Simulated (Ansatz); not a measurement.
# Pb (Fm-3m) in Ansatz: a series of runs

Aim: see how the results for Pb move with the level of theory and the settings. Levels: PBEsol, LDA, PBE. Tasks: band structure, elastic constants.

Program: Ansatz 0.2.0. These are calculated values, not measurements. Logs are shortened: lines on timing, memory, paths and dates and some standing lists are left out, and cuts for length are marked.

## (1) Starting point

Symmetry: Fm-3m, No. 225, cubic system. Conventional cell: a = 4.950 Å, b = 4.950 Å, c = 4.950 Å, α = 90.00°, β = 90.00°, γ = 90.00°. Pb (site symmetry m-3m) is surrounded by 12 Pb at 3.50 Å.

## (2) Band structure, PBEsol, spin-orbit coupling, no magnetisation

Input file input.yaml:

```yaml
crystal:
  lattice:
    - [0.0, 2.47502, 2.47502]
    - [2.47502, 0.0, 2.47502]
    - [2.47502, 2.47502, 0.0]
  atoms:
    - { symbol: Pb, position: [0.0, 0.0, 0.0] }
kpoints:
  mp_grid: { grid: [7, 7, 7] }
  band_path:
    path:
      - [0.0, 0.0, 0.0]
      - [0.5, 0.0, 0.5]
      - [0.5, 0.25, 0.75]
      - [0.375, 0.375, 0.75]
      - [0.0, 0.0, 0.0]
      - [0.5, 0.5, 0.5]
      - [0.625, 0.25, 0.625]
      - [0.5, 0.25, 0.75]
    npoints: 6
scf:
  occupations: { method: fermi_dirac, width: 0.05 }
hamiltonian:
  xc: pbesol
  pseudopotentials: { kind: all_electron, lapw: { basis_error: 0.001 } }
magnetization:
  noncollinear: true
  spin_orbit: true
output:
  forces: true
  stress: true
  eigenvalues: true
```

Potentials or basis: all-electron LAPW, relativistic spinors.

Command:

```console
> ansatz run input.yaml --threads 1 --pin off --max-ram 3072MiB --backend cpu --events-out ev --progress --plain --runs-dir out
```

Log:

```text
Warning: RAYON_NUM_THREADS=1 ignored (pool sized by the plan → 1); use --threads N
LAPW: plane waves up to 6.365 Å⁻¹, error target 1.0e-3 eV per atom; Dirac's equation on spinors; Pb in spheres of 1.750 Å, 36 of its electrons in bands (how accurate: hamiltonian.pseudopotentials.lapw.basis_error, Limitations)
Engine: ansatz 0.2.0, aarch64-unknown-linux-gnu
Pseudopotentials: kind: all_electron
Pseudopotential: Pb, LAPW, valence charge 36, lapw/all_electron/dirac/gaussian/Pb, Dirac's equation, gaussian nucleus
Functional definition: PBEsol
  exchange = pbesol_x
  correlation = pbesol_c
non-collinear run that drives no moment, with spin-orbit: no starting moment large enough to seed its density (crystal.atoms[].spin), no starting occupations that ask for one, no magnetisation constraint and no magnetic field, so the semilocal B_xc is pinned to zero
Crystal: 1 atoms, lattice volume = 30.323 Å³
Basis set: ecut = 154.34345326013343 eV, 137 PW (Γ), exchange–correlation at level 2
Bands: 44, of which v1, the nominal top of the filled ones, is band 36 counted from 1 (35 counted from 0)
Symmetry: 48 space group operations + 48 with time reversal
Magnetic group: BNS 225.117 (UNI 1619), of the structure as read, at distance tolerance 3.1e-5 Å
k-points: 20 of 343
Non-local potential: Pb, projectors of the file, none
Initial density: superposition of atomic densities (chi_scale 0.1, normalization cell)
Initial wavefunctions: plane waves of lowest kinetic energy (no species holds an atomic orbital)
Functional: x = pbesol(κ = 0.804, μ = 0.12345679012345678), c = pbesol(β = 0.046)
iter 1 solved again at ethr=4.15e-6 eV; its pass at ethr=1.00e-1 eV (dr2=1.49e-3 eV) is discarded
SCF iter   1: F=—  HF=-569185.782984 eV  |F-HF|=—  |Δ(HF+E_count)|=         —  Δρ=2.52e-3  dr2=1.51e-3  dr2_m=0.00e0 (ungated)  ethr=4.15e-6  |M|=0.00e0 ∫|m|=0.00e0 μB  β_m=0.30  ⟨swp⟩=3.9  Hψ=5916  notcnv=0
preconditioner: auto → none  [insulator: Δε(μ)=0.447 eV  Ē_g=19.613 eV  σ=0.050 eV  W_gap=0.88  n_scr=14 (ndim 8)  ℏωp=25.2 eV  f_vac=0.033  D(μ)=0.31/eV (n_scr^D=0)  ε∞_Penn≈2.7]
SCF iter   2: F=—  HF=-569185.775278 eV  |F-HF|=—  |Δ(HF+E_count)|=   7.71e-3  Δρ=1.64e-3  dr2=6.72e-4  dr2_m=0.00e0 (ungated)  ethr=4.15e-6  |M|=0.00e0 ∫|m|=0.00e0 μB  β_m=0.42  ⟨swp⟩=2.0  Hψ=2576  notcnv=0
SCF iter   3: F=—  HF=-569185.773498 eV  |F-HF|=—  |Δ(HF+E_count)|=   1.78e-3  Δρ=5.97e-4  dr2=9.96e-5  dr2_m=0.00e0 (ungated)  ethr=1.87e-6  |M|=0.00e0 ∫|m|=0.00e0 μB  β_m=0.53  ⟨swp⟩=2.0  Hψ=2576  notcnv=0
iter 4 solved again at ethr=1.18e-8 eV; its pass at ethr=2.77e-7 eV (dr2=4.25e-6 eV) is discarded
SCF iter   4: F=—  HF=-569185.773462 eV  |F-HF|=—  |Δ(HF+E_count)|=   3.57e-5  Δρ=1.17e-4  dr2=4.25e-6  dr2_m=0.00e0 (ungated)  ethr=1.18e-8  |M|=0.00e0 ∫|m|=0.00e0 μB  β_m=0.60  ⟨swp⟩=2.0  Hψ=4352  notcnv=0
SCF iter   5: F=-569185.773464 eV  HF=-569185.773464 eV  |F-HF|=4.02e-8  |Δ(HF+E_count)|=   1.40e-6  Δρ=1.27e-5  dr2=4.89e-8  dr2_m=0.00e0 (ungated)  ethr=1.18e-8  |M|=0.00e0 ∫|m|=0.00e0 μB  ⟨swp⟩=2.0  Hψ=2576  notcnv=0
SCF 1 converged in 5 iterations: F = -569185.773464 eV  dr2 = 4.89e-8
NSCF: frozen V_eff on 43 k-points
SCF converged after 5 iterations
Magnetization: |M| = 0.0000 μB,  M = (+0.0000, +0.0000, +0.0000) μB
Absolute magnetization: 0.0000 μB (∫|m|)
  site 0: m = (+0.0000, +0.0000, +0.0000) μB, |m| = 0.0000 μB  (R = 1.75 Å)
Free energy (F): -569185.773464 eV
Harris-Foulkes:  -569185.773464 eV  (|F-HF|=4.02e-8)
Internal energy: -569185.770628 eV  (E = F + TS)
E sigma→0 (E₀):  -569185.772046 eV
Entropy (-TS):   -0.002836 eV (-2.836 meV/atom)
Fermi energy:    15.285466 eV
--- Per-component energies (eV) ---
  E_band       = -2198.523678
  E_kinetic    = 661782.331697
  E_xc         = -10465.911544
  E_electrostatic = -1220502.190780  (all electrons and nuclei)
  E_smearing   = -0.002836  (= −TS)
  E_closure    = 0.000000  (closes the sum)
  E_atoms      = -569181.578400  (free atoms, spherical and without spin; not in F)
  Σ components = -569185.773464   (vs F -569185.773464, Δ=0.00e0)
  Basis errors (estimates in eV, not in F): energy 2.0e-4 per atom: plane waves 2.0e-4 (1.0e-4 summed), levels above the bands 1.2e-99, relativity 6.9e-8, radial functions 2.7e-6, core shells 1.1e-9; eigenvalues (radial functions only) 1.3e-5; not estimated: angular momenta, meshes, grids; target (lapw.basis_error) 1.0e-3; muffin-tin radii Pb 1.750 Å
--- Forces (eV/Å), atoms counted from 1 ---
  atom   1  Pb     0.00000000     0.00000000    -0.00000000
  max |Σ_I F_I| component: 2.21e-24 eV/Å
--- Stress (GPa, compression-positive) ---
       -0.138187      -0.000000       0.000000
       -0.000000      -0.138187      -0.000000
        0.000000      -0.000000      -0.138187
  P = ⅓ Tr σ = -0.1382 GPa (-1.382 kbar)
--- Band table (eV; the first three rows and the last of 20) ---
  k-point 0: bands = ["-123.7250", "-123.7250", "-115.3906", "-115.3906", "-115.3906", "-115.3906", "-115.3904", "-115.3904", "-110.3585", "-110.3585", "-110.3584", "-110.3584", "-110.3584", "-110.3584", "-110.3582", "-110.3582", "-82.2933", "-82.2933", "-59.8716", "-59.8716", "-59.8716", "-59.8716", "-2.8757", "-2.8757", "-2.8757", "-2.8757", "-0.3773", "-0.3773", "-0.2774", "-0.2774", "-0.2774", "-0.2774", "3.7703", "3.7703", "20.4794", "20.4794", "23.8060", "23.8060", "23.8060", "23.8060", "25.2417", "25.2417", "26.8619", "26.8619"]
  k-point 1: bands = ["-123.7250", "-123.7250", "-115.3906", "-115.3906", "-115.3906", "-115.3906", "-115.3904", "-115.3904", "-110.3585", "-110.3585", "-110.3584", "-110.3584", "-110.3584", "-110.3584", "-110.3582", "-110.3582", "-82.2934", "-82.2934", "-59.8723", "-59.8723", "-59.8717", "-59.8717", "-2.8724", "-2.8724", "-2.8599", "-2.8599", "-0.3564", "-0.3564", "-0.2916", "-0.2916", "-0.2511", "-0.2511", "4.1629", "4.1629", "18.8335", "18.8335", "21.7205", "21.7205", "23.3014", "23.3014", "24.7502", "24.7502", "28.0726", "28.0726"]
  k-point 2: bands = ["-123.7250", "-123.7250", "-115.3906", "-115.3906", "-115.3906", "-115.3906", "-115.3904", "-115.3904", "-110.3585", "-110.3585", "-110.3584", "-110.3584", "-110.3584", "-110.3584", "-110.3582", "-110.3582", "-82.2935", "-82.2935", "-59.8738", "-59.8738", "-59.8721", "-59.8721", "-2.8667", "-2.8667", "-2.8274", "-2.8274", "-0.3405", "-0.3405", "-0.2963", "-0.2963", "-0.1886", "-0.1886", "5.3285", "5.3285", "14.9946", "14.9946", "20.5902", "20.5902", "22.4743", "22.4743", "24.4410", "24.4410", "26.5529", "26.5529"]
  k-point 19: bands = ["-123.7249", "-123.7249", "-115.3906", "-115.3906", "-115.3906", "-115.3906", "-115.3904", "-115.3904", "-110.3585", "-110.3585", "-110.3584", "-110.3584", "-110.3584", "-110.3584", "-110.3582", "-110.3582", "-82.2938", "-82.2938", "-59.8752", "-59.8752", "-59.8740", "-59.8740", "-2.8305", "-2.8305", "-2.8015", "-2.8015", "-0.3320", "-0.3320", "-0.2298", "-0.2298", "-0.1451", "-0.1451", "8.7683", "8.7683", "13.1926", "13.1926", "14.3072", "14.3072", "16.9425", "16.9425", "24.4598", "24.4598", "27.9293", "27.9293"]
```

Wall time 27 s (1 thread of Arm Neoverse V1, shared host); peak memory 0.37 GiB.

Results:

```yaml
Free_energy: -569185.7735 eV
Pressure: -0.1 GPa
Band_gap_along_the_path: none (metal or under the smearing width)
```

Levels at the corners of the path, in eV from the Fermi level:
```csv
point,band 34,band 35,band 36,band 37,band 38,band 39
Γ,-11.52,5.19,5.19,8.52,8.52,8.52
X,-6.44,-3.29,-3.29,1.55,1.55,2.82
W,-6.33,-1.97,-1.97,-0.76,-0.76,0.56
K,-6.52,-2.45,-2.45,-0.96,-0.96,3.14
Γ,-11.52,5.19,5.19,8.52,8.52,8.52
L,-7.85,-4.16,-4.16,4.66,4.66,6.58
U,-6.52,-2.45,-2.45,-0.96,-0.96,3.14
W,-6.33,-1.97,-1.97,-0.76,-0.76,0.56
```

Caveat: the k mesh is thin for a metal, which can move the energy by tens of meV per atom.

## (3) Band structure, LDA, spin-orbit coupling, no magnetisation

Changes to input.yaml since step 2:

```diff
@@ -19,3 +19,3 @@
       - [0.5, 0.25, 0.75]
-    npoints: 6
+    npoints: 12
 scf:
@@ -23,3 +23,3 @@
 hamiltonian:
-  xc: pbesol
+  xc: lda
   pseudopotentials: { kind: all_electron, lapw: { basis_error: 0.001 } }
```

Potentials or basis: all-electron LAPW, relativistic spinors.

Command:

```console
> ansatz run input.yaml --threads 1 --pin off --max-ram 3072MiB --backend cpu --events-out ev --progress --plain --runs-dir out
```

Log:

```text
Warning: RAYON_NUM_THREADS=1 ignored (pool sized by the plan → 1); use --threads N
LAPW: plane waves up to 6.367 Å⁻¹, error target 1.0e-3 eV per atom; Dirac's equation on spinors; Pb in spheres of 1.750 Å, 36 of its electrons in bands (how accurate: hamiltonian.pseudopotentials.lapw.basis_error, Limitations)
[... 3 set-up lines as earlier in the session ...]
Functional definition: SPW92
  exchange = slater_x
  correlation = pw_c
non-collinear run that drives no moment, with spin-orbit: no starting moment large enough to seed its density (crystal.atoms[].spin), no starting occupations that ask for one, no magnetisation constraint and no magnetic field, so the semilocal B_xc is pinned to zero
Crystal: 1 atoms, lattice volume = 30.323 Å³
Basis set: ecut = 154.4440863562646 eV, 137 PW (Γ), exchange–correlation at level 2
Bands: 44, of which v1, the nominal top of the filled ones, is band 36 counted from 1 (35 counted from 0)
[... 1 set-up line as earlier in the session ...]
Magnetic group: BNS 225.117 (UNI 1619), of the structure as read, at distance tolerance 3.1e-5 Å
k-points: 20 of 343
[... 3 set-up lines as earlier in the session ...]
Functional: x = slater, c = lda
iter 1 solved again at ethr=3.75e-6 eV; its pass at ethr=1.00e-1 eV (dr2=1.35e-3 eV) is discarded
SCF iter   1: F=—  HF=-569032.469711 eV  |F-HF|=—  |Δ(HF+E_count)|=         —  Δρ=2.25e-3  dr2=1.36e-3  dr2_m=0.00e0 (ungated)  ethr=3.75e-6  |M|=0.00e0 ∫|m|=0.00e0 μB  β_m=0.30  ⟨swp⟩=3.9  Hψ=5931  notcnv=0
preconditioner: auto → none  [insulator: Δε(μ)=0.448 eV  Ē_g=19.622 eV  σ=0.050 eV  W_gap=0.88  n_scr=14 (ndim 8)  ℏωp=25.2 eV  f_vac=0.033  D(μ)=0.31/eV (n_scr^D=0)  ε∞_Penn≈2.7]
SCF iter   2: F=—  HF=-569032.462081 eV  |F-HF|=—  |Δ(HF+E_count)|=   7.63e-3  Δρ=1.48e-3  dr2=6.37e-4  dr2_m=0.00e0 (ungated)  ethr=3.75e-6  |M|=0.00e0 ∫|m|=0.00e0 μB  β_m=0.41  ⟨swp⟩=2.0  Hψ=2576  notcnv=0
SCF iter   3: F=—  HF=-569032.460316 eV  |F-HF|=—  |Δ(HF+E_count)|=   1.76e-3  Δρ=5.66e-4  dr2=1.08e-4  dr2_m=0.00e0 (ungated)  ethr=1.77e-6  |M|=0.00e0 ∫|m|=0.00e0 μB  β_m=0.53  ⟨swp⟩=2.0  Hψ=2576  notcnv=0
iter 4 solved again at ethr=1.39e-8 eV; its pass at ethr=2.99e-7 eV (dr2=4.99e-6 eV) is discarded
SCF iter   4: F=—  HF=-569032.460253 eV  |F-HF|=—  |Δ(HF+E_count)|=   6.29e-5  Δρ=1.16e-4  dr2=4.99e-6  dr2_m=0.00e0 (ungated)  ethr=1.39e-8  |M|=0.00e0 ∫|m|=0.00e0 μB  β_m=0.60  ⟨swp⟩=2.0  Hψ=4352  notcnv=0
SCF iter   5: F=-569032.460253 eV  HF=-569032.460253 eV  |F-HF|=7.80e-9  |Δ(HF+E_count)|=   5.27e-7  Δρ=1.16e-5  dr2=4.90e-8  dr2_m=0.00e0 (ungated)  ethr=1.38e-8  |M|=0.00e0 ∫|m|=0.00e0 μB  ⟨swp⟩=2.0  Hψ=2576  notcnv=0
SCF 1 converged in 5 iterations: F = -569032.460253 eV  dr2 = 4.90e-8
NSCF: frozen V_eff on 85 k-points
SCF converged after 5 iterations
Magnetization: |M| = 0.0000 μB,  M = (+0.0000, +0.0000, +0.0000) μB
Absolute magnetization: 0.0000 μB (∫|m|)
  site 0: m = (+0.0000, +0.0000, +0.0000) μB, |m| = 0.0000 μB  (R = 1.75 Å)
Free energy (F): -569032.460253 eV
Harris-Foulkes:  -569032.460253 eV  (|F-HF|=7.80e-9)
Internal energy: -569032.457442 eV  (E = F + TS)
E sigma→0 (E₀):  -569032.458847 eV
Entropy (-TS):   -0.002811 eV (-2.811 meV/atom)
Fermi energy:    15.100857 eV
--- Per-component energies (eV) ---
  E_band       = -2207.177830
  E_kinetic    = 661476.638559
  E_xc         = -10311.326126
  E_electrostatic = -1220197.769874  (all electrons and nuclei)
  E_smearing   = -0.002811  (= −TS)
  E_closure    = 0.000000  (closes the sum)
  E_atoms      = -569027.987671  (free atoms, spherical and without spin; not in F)
  Σ components = -569032.460253   (vs F -569032.460253, Δ=0.00e0)
  Basis errors (estimates in eV, not in F): energy 2.0e-4 per atom: plane waves 2.0e-4 (1.0e-4 summed), levels above the bands 3.9e-100, relativity 7.1e-9, radial functions 2.6e-6, core shells 1.1e-9; eigenvalues (radial functions only) 1.3e-5; not estimated: angular momenta, meshes, grids; target (lapw.basis_error) 1.0e-3; muffin-tin radii Pb 1.750 Å
--- Forces (eV/Å), atoms counted from 1 ---
  atom   1  Pb    -0.00000000    -0.00000000    -0.00000000
  max |Σ_I F_I| component: 2.21e-24 eV/Å
--- Stress (GPa, compression-positive) ---
       -1.690192       0.000000      -0.000000
        0.000000      -1.690192      -0.000000
       -0.000000      -0.000000      -1.690192
  P = ⅓ Tr σ = -1.6902 GPa (-16.902 kbar)
--- Band table (eV; the first three rows and the last of 20) ---
  k-point 0: bands = ["-123.9759", "-123.9759", "-115.7245", "-115.7245", "-115.7245", "-115.7245", "-115.7243", "-115.7243", "-110.6889", "-110.6889", "-110.6888", "-110.6888", "-110.6888", "-110.6888", "-110.6886", "-110.6886", "-82.5778", "-82.5778", "-59.9991", "-59.9991", "-59.9991", "-59.9991", "-3.0374", "-3.0374", "-3.0374", "-3.0374", "-0.5285", "-0.5285", "-0.4278", "-0.4278", "-0.4278", "-0.4278", "3.5508", "3.5508", "20.1839", "20.1839", "23.5541", "23.5541", "23.5541", "23.5541", "25.1471", "25.1471", "26.7591", "26.7591"]
  k-point 1: bands = ["-123.9758", "-123.9758", "-115.7245", "-115.7245", "-115.7245", "-115.7245", "-115.7243", "-115.7243", "-110.6889", "-110.6889", "-110.6888", "-110.6888", "-110.6888", "-110.6888", "-110.6886", "-110.6886", "-82.5779", "-82.5779", "-59.9998", "-59.9998", "-59.9992", "-59.9992", "-3.0342", "-3.0342", "-3.0215", "-3.0215", "-0.5075", "-0.5075", "-0.4420", "-0.4420", "-0.4012", "-0.4012", "3.9419", "3.9419", "18.5838", "18.5838", "21.4771", "21.4771", "23.0580", "23.0580", "24.6466", "24.6466", "27.9578", "27.9578"]
  k-point 2: bands = ["-123.9758", "-123.9758", "-115.7245", "-115.7245", "-115.7245", "-115.7245", "-115.7243", "-115.7243", "-110.6889", "-110.6889", "-110.6888", "-110.6888", "-110.6888", "-110.6888", "-110.6886", "-110.6886", "-82.5780", "-82.5780", "-60.0014", "-60.0014", "-59.9996", "-59.9996", "-3.0284", "-3.0284", "-2.9888", "-2.9888", "-0.4913", "-0.4913", "-0.4469", "-0.4469", "-0.3384", "-0.3384", "5.1017", "5.1017", "14.7881", "14.7881", "20.3282", "20.3282", "22.2333", "22.2333", "24.3382", "24.3382", "26.4398", "26.4398"]
  k-point 19: bands = ["-123.9758", "-123.9758", "-115.7245", "-115.7245", "-115.7245", "-115.7245", "-115.7243", "-115.7243", "-110.6889", "-110.6889", "-110.6888", "-110.6888", "-110.6888", "-110.6888", "-110.6886", "-110.6886", "-82.5783", "-82.5783", "-60.0027", "-60.0027", "-60.0016", "-60.0016", "-2.9918", "-2.9918", "-2.9626", "-2.9626", "-0.4824", "-0.4824", "-0.3796", "-0.3796", "-0.2945", "-0.2945", "8.4918", "8.4918", "12.9967", "12.9967", "14.1405", "14.1405", "16.7675", "16.7675", "24.3223", "24.3223", "27.7822", "27.7822"]
```

Wall time 37 s (1 thread of Arm Neoverse V1, shared host); peak memory 0.36 GiB.

Results:

```yaml
Free_energy: -569032.4603 eV
Pressure: -1.7 GPa
Band_gap_along_the_path: none (metal or under the smearing width)
```

Levels at the corners of the path, in eV from the Fermi level:
```
point  band 32  band 33  band 34  band 35  band 36  band 37  band 38  band 39  band 40  band 41
    Γ   -15.53   -11.55   -11.55     5.08     5.08     8.45     8.45     8.45     8.45    10.05
    X   -15.29    -6.53    -6.53    -3.29    -3.29     1.51     1.51     2.80     2.80     5.69
    W   -15.40    -6.43    -6.43    -1.98    -1.98    -0.75    -0.75     0.59     0.59    10.86
    K   -15.36    -6.62    -6.62    -2.45    -2.45    -0.95    -0.95     3.11     3.11     6.78
    Γ   -15.53   -11.55   -11.55     5.08     5.08     8.45     8.45     8.45     8.45    10.05
    L   -15.38    -7.93    -7.93    -4.14    -4.14     4.58     4.58     6.52     6.52     9.52
    U   -15.36    -6.62    -6.62    -2.45    -2.45    -0.95    -0.95     3.11     3.11     6.78
    W   -15.40    -6.43    -6.43    -1.98    -1.98    -0.75    -0.75     0.59     0.59    10.86
```

Caveat: the k mesh is thin for a metal, which can move the energy by tens of meV per atom.

(Continued in part 2 of 2.)
